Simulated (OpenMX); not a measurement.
BaTiO3:

```
Ba Ti O
1.0
     2.82767    1.63255    2.31773
    -2.82767    1.63255    2.31773
     0.00000   -3.26511    2.31773
Ba Ti O
1 1 3
Cartesian
  -2.7004 1.6624 2.3728
  -0.0605 -0.0667 3.6407
  -0.0308 -1.5655 4.5301
  -1.4487 0.8432 4.4791
  1.4127 0.7592 4.5299
```

The cell isn't the ideal one: all atoms moved at random, sigma 0.05 Å a component.

Base run:

| Property | Result |
| --- | --- |
| Program | OpenMX 3.8.5 |
| Functional | PBE |
| Potentials or basis | OpenMX 2013 PBE set, Ba10.0-s3p2d2f1, Ti7.0-s3p2d2f1, O6.0-s3p2d2, grid cutoff 400 Ry |
| k mesh | 7 × 7 × 7 |
| Occupations | fermi-dirac, width 0.05 eV |
| Spin | no spin polarisation |

Its results: band gap on the k mesh 2.64 eV, indirect (least direct gap 3.25 eV); pressure 10.5 GPa; largest force 2.504 eV/Å.

The run is repeated on the same cell with these changes: potentials or basis from OpenMX 2013 PBE set, Ba10.0-s3p2d2f1, Ti7.0-s3p2d2f1, O6.0-s3p2d2, grid cutoff 400 Ry to OpenMX 2013 PBE set, Ba10.0-s3p2d2, Ti7.0-s3p2d2, O6.0-s2p2d1, grid cutoff 400 Ry. What comes out?

Band gap on the k mesh 2.56 eV, indirect (least direct gap 3.15 eV); pressure 11.4 GPa; largest force 2.290 eV/Å.

Caveats: spin-orbit coupling is left out, which moves the levels of the heavy elements; the mesh misses the band edges, which the band path finds closer together; the basis of atomic orbitals isn't converged, which shifts pressures, moduli and gaps; forces of over 1 eV/Å show positions far from the minimum, so gaps and moduli don't describe the material at rest.
